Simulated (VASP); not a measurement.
# InP: relaxation of cell and atoms with PBE

The system is InP.

```
CELL_PARAMETERS angstrom
0.00000 2.93050 2.93050
2.93050 0.00000 2.93050
2.93050 2.93050 0.00000
ATOMIC_POSITIONS crystal
In 0.00000 0.00000 0.00000
P 0.25000 0.25000 0.25000
```

```yaml
Program: VASP 6.6.1
Task: relaxation of cell and atoms
Functional: PBE
Potentials_or_basis: VASP PAW PBE potentials, release 64 (In_d, P)
Cutoff: 520 eV
k_mesh: 6 × 6 × 6
Occupations: gaussian, width 0.02 eV
Spin: no spin polarisation
Further_INCAR_settings: ALGO = Normal; EDIFF = 1e-07; IBRION = 2; EDIFFG = -0.002; NSW = 80; ISIF = 3
```

* Relaxed volume: 26.43 Å³/atom
* Relaxed cell: a = 4.212 Å, b = 4.212 Å, c = 4.212 Å, α = 60.00°, β = 60.00°, γ = 60.00°
* Space group after relaxing (to 0.05 Å): F-43m (No. 216)
* Energy gained by relaxing: 12.3 meV/atom
* Ionic steps: 3
* Pressure after relaxing: 0.0 GPa
* Band gap on the k mesh: 0.44 eV, direct

The path:
| step | energy change (eV) | largest force (eV/Å) | pressure (GPa) | volume (Å³) |
| --- | --- | --- | --- | --- |
| 1 | 0.0000 | 0.0000 | 3.28 | 50.33 |
| 2 | -0.0187 | 0.0000 | -1.40 | 54.18 |
| 3 | -0.0246 | 0.0000 | 0.01 | 52.85 |

Final structure:
```cif
data_structure
_symmetry_space_group_name_H-M 'P 1'
_symmetry_Int_Tables_number 1
_cell_length_a 4.2124
_cell_length_b 4.2124
_cell_length_c 4.2124
_cell_angle_alpha 60.000
_cell_angle_beta 60.000
_cell_angle_gamma 60.000
_cell_volume 52.85
loop_
_atom_site_label
_atom_site_type_symbol
_atom_site_fract_x
_atom_site_fract_y
_atom_site_fract_z
_atom_site_occupancy
In1 In 0.00000 0.00000 0.00000 1
P1 P 0.25000 0.25000 0.25000 1
```

Levels at points of the mesh, in eV from the valence-band top:
```tsv
k point	band 5	band 6	band 7	band 8	band 9	band 10	band 11	band 12	band 13
(0.00, 0.00, 0.00)	-13.98	-11.19	0.00	0.00	0.00	0.44	4.08	4.08	4.08
(0.50, 0.00, 0.00)	-13.97	-9.63	-5.48	-0.90	-0.90	1.38	4.80	4.80	6.99
(0.50, 0.50, 0.00)	-13.95	-9.03	-5.55	-2.16	-2.16	1.84	2.26	8.91	9.27
```

It took 25 s on 1 thread of Intel(R) Xeon(R) Platinum 8259CL CPU @ 2.50GHz (Skylake/Cascade Lake), with other jobs on the host, peak memory 0.18 GiB.

Caveat: spin-orbit coupling is left out, which moves the levels of the heavy elements. Zero-point motion and thermal expansion aren't in these numbers.
